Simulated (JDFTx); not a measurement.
## HgSe: equation of state with PBEsol

**Experimental background.**

“The pseudo-binary mercury chalcogenide alloy HgSe0.7S0.3 at high pressure: a mechanism of the zinc blende/cinnabar reconstructive phase transition”, 2002, arxiv:cond-mat/0209548 quotes, for a bulk crystal of HgSe: bulk modulus 51.6 ± 0.2 GPa.

Crystal: HgSe.

```xyz
2
Lattice="0.0000 3.0390 3.0390 3.0390 0.0000 3.0390 3.0390 3.0390 0.0000" Properties=species:S:1:pos:R:3 pbc="T T T"
Hg    0.0000    0.0000    0.0000
Se    4.5585    4.5585    4.5585
```

| Property | Result |
| --- | --- |
| Program | JDFTx 1.7.0 (patched build) |
| Task | equation of state |
| Functional | PBEsol |
| Potentials or basis | PseudoDojo-SR-PBEsol-0.4.1-standard with smoothed tails |
| Cutoff | 1170 eV |
| Density cutoff | 9361 eV |
| k mesh | 8 × 8 × 8 |
| Occupations | fermi-dirac, width 0.05 eV |
| Spin | no spin polarisation |
| Local potential set to -Z/r beyond | 6 bohr |
| Bands | 25 |
| Density cutoff over wavefunction cutoff | 8 |
| Max SCF steps | 100 |
| SCF threshold on the energy | 1e-09 Ha |
| Solver of the electrons | scf |

| Item | Value |
| --- | --- |
| Equilibrium volume | 28.80 Å³/atom |
| Bulk modulus | 52 GPa |
| Pressure derivative of the bulk modulus | 5.1 |

Energy against volume, from the lowest point:
```
volume (Å³/atom)  energy (meV/atom)
          26.383              39.07
          26.944              22.02
          27.505              10.20
          28.067               3.03
          28.628               0.00
          29.189               0.63
          29.751               4.52
```

Measured bulk modulus of HgSe: 51.6 GPa (quoted in “The pseudo-binary mercury chalcogenide alloy HgSe0.7S0.3 at high pressure: a mechanism of the zinc blende/cinnabar reconstructive phase transition”, 2002, arxiv:cond-mat/0209548). This calculation gives 52 GPa (+0.2 %). The fit is for a static lattice scaled at fixed shape and fixed fractional positions.

The run has no spin-orbit coupling, so splittings on Hg are missing.
